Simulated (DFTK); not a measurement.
Set up this calculation in DFTK 0.8.2, as the native input.

- Task: single point
- Functional: PBE
- Potentials or basis: dojo.nc.sr.pbe.v0_5.stringent.upf (PBE)
- Cutoff: 1143 eV
- k mesh: 10 × 10 × 8
- Occupations: fermi-dirac, width 0.05 eV
- Spin: no spin polarisation
- Valence electrons: B 3, Ti 12
- SCF tolerance on the density: 1e-06

TiB2:

```
CELL_PARAMETERS angstrom
3.02920 0.00000 0.00000
-1.51460 2.62336 0.00000
0.00000 0.00000 3.22840
ATOMIC_POSITIONS crystal
Ti 0.00000 0.00000 0.00000
B 0.66667 0.33333 0.50000
B 0.33333 0.66667 0.50000
```

One way to write it, as run:

run.jl

```julia
using DFTK
using PseudoPotentialData
using Unitful, UnitfulAtomic
using LinearAlgebra, Printf
include("save.jl")
disable_threading()

# lattice vectors are the columns
lattice = austrip(1u"Å") * [        3.0292        -1.5146            0.0;
                      0.0   2.6233641531            0.0;
                      0.0            0.0         3.2284]
symbols   = [:Ti, :B, :B]
positions = [[0.0, 0.0, 0.0],
             [0.6666666667, 0.3333333333, 0.5],
             [0.3333333333, 0.6666666667, 0.5]]
pseudopotentials = PseudoFamily("dojo.nc.sr.pbe.v0_5.stringent.upf")
elements = Dict(s => ElementPsp(s, pseudopotentials) for s in unique(symbols))
atoms    = [elements[s] for s in symbols]

build_model(lattice, positions; symmetries=true) =
    model_DFT(lattice, atoms, positions;
              functionals=PBE(),
              temperature=austrip(0.05u"eV"),
              smearing=Smearing.FermiDirac(),
              symmetries)
Ecut  = 42.0  # hartree
kgrid = [10, 10, 8]
tol   = 1e-6
to_GPa = ustrip(uconvert(u"GPa", 1u"hartree/bohr^3"))

model = build_model(lattice, positions)
basis = PlaneWaveBasis(model; Ecut, kgrid)
display(basis)
scfres = self_consistent_field(basis;
                               tol,
                               nbandsalg=AdaptiveBands(model; n_bands_converge=14))
display(scfres.energies)
@printf "Fermi level: %.6f eV\n" ustrip(auconvert(u"eV", something(scfres.εF, NaN)))
forces = compute_forces_cart(scfres)
println("Forces (eV/Å)")
for (s, f) in zip(symbols, forces)
    @printf "%-3s %12.6f %12.6f %12.6f\n" s ustrip.(auconvert.(u"eV/Å", f))...
end
stress = compute_stresses_cart(scfres)
println("Stress (GPa)")
display(round.(stress * to_GPa; digits=4))
println("Levels at the first k-point (eV): ", round.(ustrip.(auconvert.(u"eV", scfres.eigenvalues[1][1:scfres.n_bands_converge])); digits=4))
save_scf!(scfres; forces, stress)
```

Potentials or basis: dojo.nc.sr.pbe.v0_5.stringent.upf (PBE).

Run with:

```console
$ julia --threads=1 run.jl  # save.jl only writes the numbers to a file and isn't shown; printed stress counts tension as positive; times include loading and compiling
```

It gave:

```json
{
  "Pressure": "0.2 GPa",
  "Band gap on the k mesh": "none (metal or under the smearing width)"
}
```

Run time: 100 s on 1 thread of Intel(R) Xeon(R) 6975P-C (Granite Rapids), on a shared host, peak memory 1.9 GiB.
